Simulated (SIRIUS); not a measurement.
# In in SIRIUS: the effect of dispersion

The system is In.

```xyz
1
Lattice="-1.6255 1.6255 2.4737 1.6255 -1.6255 2.4737 1.6255 1.6255 -2.4737" Properties=species:S:1:pos:R:3 pbc="T T T"
In    0.0000    0.0000    0.0000
```

Alike in all runs:

- Program: SIRIUS 7.12.0
- Task: equation of state
- Functional: PBE
- Potentials or basis: all-electron FP-LAPW
- Cutoff: 149 eV
- Basis: apw+lo standard
- k mesh: 11 × 11 × 11
- Occupations: fermi-dirac, width 0.05 eV
- Spin: no spin polarisation

| dispersion | V0 of scaled cells (Å³/atom) | B0 (GPa) |
| --- | --- | --- |
| none | ? | ? |
| D3 | 26.47 | 39 |
| D3(BJ) | 26.02 | 41 |
| D4 | 26.03 | 41 |

What does the run with dispersion none give?

V0 of scaled cells 27.45 Å³/atom; B0 35 GPa.

Caveats: the cell was scaled at fixed shape and fractional positions, which overstates the stiffness of a crystal with free parameters, most of all of layers and chains.
